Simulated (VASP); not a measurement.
# CoO (P-6m2) in VASP: a series of runs, part 2 of 2

VASP 6.6.1.

### Step 3. Electric field gradients, PBEsol, collinear spin, ferromagnetic start

INCAR

```
SYSTEM = CoO
  ALGO = Normal
  EDIFF = 1E-8
  ENCUT = 520
  GGA = PS
  ISIF = 2
  ISMEAR = 0
  ISPIN = 2
  LASPH = .True.
  LCHARG = .False.
  LEFG = .True.
  LMAXMIX = 4
  LORBIT = 11
  LREAL = .False.
  LWAVE = .False.
  MAGMOM = 2 0
  NELM = 120
  PREC = Accurate
  SIGMA = 0.02
```

KPOINTS

```
k-points
0
Gamma
  11 11 10
  0 0 0
```

POSCAR

```
CoO
1.0
    2.8284500000      0.0000000000      0.0000000000
   -1.4142300000      2.4495100000      0.0000000000
    0.0000000000      0.0000000000      2.7217200000
Co O
1 1
Direct
    0.0000000000      0.0000000000      0.5000000000
    0.6666700000      0.3333300000      0.0000000000
```

Potentials or basis: VASP PAW PBE potentials, release 64 (Co, O).

Started as:

```bash
$ cat potpaw_PBE.64/Co/POTCAR potpaw_PBE.64/O/POTCAR > POTCAR
$ mpirun -np 1 vasp_std > vasp.out
```

OUTCAR:

```text
SYSTEM = CoO
   EDIFF = 1E-8
   ENCUT = 520
   GGA = PS
   ISIF = 2
   ISMEAR = 0
   ISPIN = 2
   LASPH = .True.
   LORBIT = 11
   LREAL = .False.
   NELM = 120
   PREC = Accurate

 ion  position               nearest neighbor table
   1  0.000  0.000  0.500-   2 2.13   2 2.13   2 2.13   2 2.13   2 2.13   2 2.13
   2  0.667  0.333  0.000-   1 2.13   1 2.13   1 2.13   1 2.13   1 2.13   1 2.13

  LATTYP: Found a hexagonal cell.
 ALAT       =     2.8284500000
 C/A-ratio  =     0.9622655518

  Lattice vectors:

 A1 = (   2.8284500000,   0.0000000000,   0.0000000000)
 A2 = (  -1.4142300000,   2.4495100000,   0.0000000000)
 A3 = (   0.0000000000,   0.0000000000,   2.7217200000)

Analysis of symmetry for initial positions (statically):
=====================================================================
 Subroutine PRICEL returns:
 Original cell was already a primitive cell.

 Routine SETGRP: Setting up the symmetry group for a
 hexagonal supercell.

 Subroutine GETGRP returns: Found  4 space group operations
 (whereof  4 operations were pure point group operations)
 out of a pool of 24 trial point group operations.

The static configuration has the point symmetry C_2v.

Analysis of symmetry for dynamics (positions and initial velocities):
=====================================================================
 Subroutine PRICEL returns:
 Original cell was already a primitive cell.

 Routine SETGRP: Setting up the symmetry group for a
 hexagonal supercell.

 Subroutine GETGRP returns: Found  4 space group operations
 (whereof  4 operations were pure point group operations)
 out of a pool of 24 trial point group operations.

The dynamic configuration has the point symmetry C_2v.

Analysis of structural, dynamic, and magnetic symmetry:
=====================================================================
 Subroutine PRICEL returns:
 Original cell was already a primitive cell.

 Routine SETGRP: Setting up the symmetry group for a
 hexagonal supercell.

 Subroutine GETGRP returns: Found  4 space group operations
 (whereof  4 operations were pure point group operations)
 out of a pool of 24 trial point group operations.

The overall configuration has the point symmetry C_2v.

 Subroutine INISYM returns: Found  4 space group operations
 (whereof  4 operations are pure point group operations),
 and found     1 'primitive' translations

----------------------------------------------------------------------------------------

                                     Primitive cell

  volume of cell :      18.8569

  direct lattice vectors                    reciprocal lattice vectors
     2.828450000  0.000000000  0.000000000     0.353550531  0.204123179  0.000000000
    -1.414230000  2.449510000  0.000000000     0.000000000  0.408244914  0.000000000
     0.000000000  0.000000000  2.721720000     0.000000000  0.000000000  0.367414723

  length of vectors
     2.828450000  2.828452887  2.721720000     0.408245331  0.408244914  0.367414723

  position of ions in fractional coordinates (direct lattice)
     0.000000000  0.000000000  0.500000000
     0.666670000  0.333330000  0.000000000

  ion indices of the primitive-cell ions
   primitive index   ion index
[... 127 lines left out ...]
 cond. band min:       8.1164659116   @ k =   0.4545   0.0000   0.1000
 fundamental gap:      0.0065832122
 Fermi energy:         8.1108752735

 spin component 1

 k-point     1 :       0.0000    0.0000    0.0000
  band No.  band energies     occupation
      1     -12.4455      1.00000
      2       3.0588      1.00000
      3       3.0588      1.00000
      4       3.5987      1.00000
      5       4.3363      1.00000
      6       5.2666      1.00000
      7       5.2666      1.00000
      8       7.0530      1.00000
      9       7.0531      1.00000
     10       8.6866      0.00000
     11      22.5355      0.00000
     12      24.0618      0.00000
[... 333 lines left out ...]
      1     -11.1872      1.00000
      2      -0.0663      1.00000
      3       2.7234      1.00000
      4       3.2954      1.00000
      5       4.3086      1.00000
      6       5.0694      1.00000
      7       5.8903      1.00000
      8       5.9459      1.00000
      9       7.5350      1.00000
     10      13.9050      0.00000
     11      16.7073      0.00000
     12      21.9325      0.00000

 [... further k-points ...]

 spin component 2

 k-point     1 :       0.0000    0.0000    0.0000
  band No.  band energies     occupation
      1     -11.7652      1.00000
      2       4.3828      1.00000
      3       4.3828      1.00000
      4       5.0665      1.00000
      5       5.5117      1.00000
      6       8.2225      0.00000
      7       8.2226      0.00000
      8       8.9277      0.00000
      9       8.9278      0.00000
     10       9.3215      0.00000
     11      23.0240      0.00000
     12      24.6207      0.00000
[... 333 lines left out ...]
      1     -10.4330      1.00000
      2       0.5855      1.00000
      3       4.1772      1.00000
      4       4.2449      1.00000
      5       6.1785      1.00000
      6       7.9577      1.00000
      7       8.2539      0.00000
      8       8.3428      0.00000
      9       9.7647      0.00000
     10      14.4182      0.00000
     11      17.6378      0.00000
     12      22.5581      0.00000

 [... further k-points ...]
[... 5 lines left out ...]
  --------------------------------------------------------------------------------------
  -------------------------------------------------------------------------------------
  Total       -1.1840069     -1.1840046     -1.3659596      0.0000047      0.0000000      0.0000000
  in kB     -100.5989932   -100.5988013   -116.0585807      0.0004033      0.0000000      0.0000000
  external PRESSURE =    -105.7521251 kB  Pullay stress =       0.0000000 kB

 VOLUME and BASIS-vectors are now :
 -----------------------------------------------------------------------------
  energy-cutoff  :      520.00
  volume of cell :       18.86
      direct lattice vectors                 reciprocal lattice vectors
     2.828450000  0.000000000  0.000000000     0.353550531  0.204123179  0.000000000
    -1.414230000  2.449510000  0.000000000     0.000000000  0.408244914  0.000000000
     0.000000000  0.000000000  2.721720000     0.000000000  0.000000000  0.367414723

 POSITION                                       TOTAL-FORCE (eV/Angst)
 -----------------------------------------------------------------------------------
      0.00000      0.00000      1.36086         0.000037     -0.000021      0.000000
      1.41424      0.81650      0.00000        -0.000037      0.000021      0.000000
 -----------------------------------------------------------------------------------
    total drift:                                0.000014      0.000024      0.000000

  FREE ENERGIE OF THE ION-ELECTRON SYSTEM (eV)
  ---------------------------------------------------
  free  energy   TOTEN  =       -13.9002617689 eV

  energy  without entropy=      -13.8995447557  energy(sigma->0) =      -13.89990326

 Electric field gradients (V/A^2)
---------------------------------------------------------------------
 ion       V_xx      V_yy      V_zz      V_xy      V_xz      V_yz
---------------------------------------------------------------------
   1     -16.339   -16.341    32.681     0.002    -0.000     0.000
   2      -7.958    -7.962    15.920    -0.001     0.000    -0.000
---------------------------------------------------------------------

 Electric field gradients after diagonalization (V/A^2)
 (convention: |V_zz| > |V_xx| > |V_yy|)
----------------------------------------------------------------------
 ion       V_xx      V_yy      V_zz     asymmetry (V_yy - V_xx)/ V_zz
----------------------------------------------------------------------
   1     -16.343   -16.338    32.681       0.000
   2      -7.962    -7.958    15.920       0.000
----------------------------------------------------------------------

           NMR quadrupolar parameters

 Cq : quadrupolar parameter    Cq=e*Q*V_zz/h
 eta: asymmetry parameters     (V_yy - V_xx)/ V_zz
 Q  : nuclear electric quadrupole moment in mb (millibarn)
----------------------------------------------------------------------
 ion       Cq(MHz)       eta       Q (mb)
----------------------------------------------------------------------
   1       0.079       0.000       1.000
   2       0.038       0.000       1.000
----------------------------------------------------------------------

 total charge

# of ion       s       p       d       tot
------------------------------------------
    1        0.312   0.399   7.152   7.862
    2        1.558   3.376   0.000   4.934
--------------------------------------------------
tot          1.870   3.774   7.152  12.796

 magnetization (x)

# of ion       s       p       d       tot
------------------------------------------
    1        0.005   0.006   2.520   2.531
    2        0.027   0.395   0.000   0.422
--------------------------------------------------
tot          0.032   0.401   2.520   2.953
```

Wall time 65 s (1 thread of Intel Xeon Platinum 8375C at 2.90GHz (Ice Lake), shared host); peak memory 0.21 GiB.

Results:

* Free energy: -13.9003 eV
* Pressure: -10.6 GPa
* Band gap on the k mesh: none (metal or under the smearing width)
* Net moment: 3.00 μB per cell
* Site moments: Co +2.53; O +0.42 μB
* Valence electrons inside the program's atomic spheres: Co 7.86; O 4.93

Levels at points of the mesh, in eV from the Fermi level:
Spin up:
```
           k point  band 5  band 6  band 7  band 8  band 9  band 10  band 11  band 12
(0.00, 0.00, 0.00)   -3.77   -2.84   -2.84   -1.06   -1.06     0.58    14.42    15.95
(0.00, 0.00, 0.50)   -3.30   -3.30   -2.30   -1.27   -1.27     6.71     6.71    21.36
```
Spin down:
```tsv
k point	band 2	band 3	band 4	band 5	band 6	band 7	band 8	band 9	band 10	band 11
(0.00, 0.00, 0.00)	-3.73	-3.73	-3.04	-2.60	0.11	0.11	0.82	0.82	1.21	14.91
(0.00, 0.00, 0.50)	-8.38	-3.11	-3.11	-0.99	-0.99	0.00	0.82	0.82	7.18	7.46
```

Electric field gradients, principal values (V/Å²):
```
atom      Vxx      Vyy     Vzz
1 Co  -16.338  -16.343  32.681
 2 O   -7.958   -7.962  15.920
```

Caveat: the PAW data sets were made with another functional, which shifts forces and pressure a little; a cell with one magnetic atom can't hold antiferromagnetic order, which such compounds often take; semilocal functionals often make such compounds metallic where correlation or magnetic order opens a gap, which also shifts bond lengths. With open d or f shells a metallic result of PBEsol can be an artefact of self-interaction; +U or a hybrid may open a gap.
